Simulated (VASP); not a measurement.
Runs of VASP 6.6.1 on AlN. It takes space group P6_3/mmc (No. 194, hexagonal). Conventional cell: a = 3.312 Å, b = 3.312 Å, c = 4.188 Å, α = 90.00°, β = 90.00°, γ = 120.00°. Al (site symmetry -6m2) is surrounded by 5 N at 1.91 to 2.09 Å. N (site symmetry -6m2) has 5 Al at 1.91 to 2.09 Å as nearest neighbours. Measurements of this composition are mostly on another form, of space group No. 186.

| task | level | potentials or basis | cell | k mesh | cutoff (eV) | mesh quality | gap on the mesh (eV) | pressure (GPa) | relaxed volume (Å³/atom) |
| --- | --- | --- | --- | --- | --- | --- | --- | --- | --- |
| relaxation of cell and atoms | RPBE | VASP PAW PBE potentials, release 64 (Al, N) | relaxed | 9 × 9 × 6 | 600 | not flagged | 3.18 | 0.0 | (b) |
| relaxation of cell and atoms | PBEsol | VASP PAW PBE potentials, release 64 (Al, N_s) | relaxed | 9 × 9 × 6 | 480 | not flagged | 3.35 | 0.0 | 9.77 |
| single point | PBEsol | VASP PAW PBE potentials, release 64 (Al, N) | as given | 9 × 9 × 6 | 520 | not flagged | 3.19 | -3.5 | - |
| relaxation of cell and atoms | PBE+D3(BJ) | VASP PAW PBE potentials, release 64 (Al, N) | relaxed | 9 × 9 × 6 | 600 | not flagged | 3.46 | 0.0 | 9.71 |
| relaxation of cell and atoms | PBEsol | VASP PAW PBE potentials, release 64 (Al, N) | relaxed | 9 × 9 × 6 | 580 | not flagged | (a) | 0.0 | 9.76 |
| relaxation of cell and atoms | PBE | VASP PAW PBE potentials, release 64 (Al, N) | relaxed | 9 × 9 × 6 | 600 | not flagged | 3.27 | 0.0 | 9.94 |
| relaxation of cell and atoms | LDA | VASP PAW LDA potentials, release 64 (Al, N) | relaxed | 9 × 9 × 6 | 600 | not flagged | 3.61 | 0.0 | 9.55 |
| relaxation of cell and atoms | PBEsol | VASP PAW PBE potentials, release 64 (Al, N) | relaxed | 9 × 9 × 6 | 600 | not flagged | 3.35 | 0.0 | 9.76 |
| relaxation of cell and atoms | PBEsol | VASP PAW PBE potentials, release 64 (Al, N) | relaxed | 3 × 3 × 2 | 600 | coarse | 3.38 | 0.0 | 9.75 |

Alike in all rows: no spin polarisation; smearing gaussian 0.02 eV.

Question: Estimate the missing entries.

Answer: (a) 3.34; (b) 10.11.

Caveats: some runs use coarse meshes; the PAW data sets were made with another functional, which shifts forces and pressure a little (some runs); an odd mesh through Γ misses points on the zone boundary, where band edges often lie (some runs).
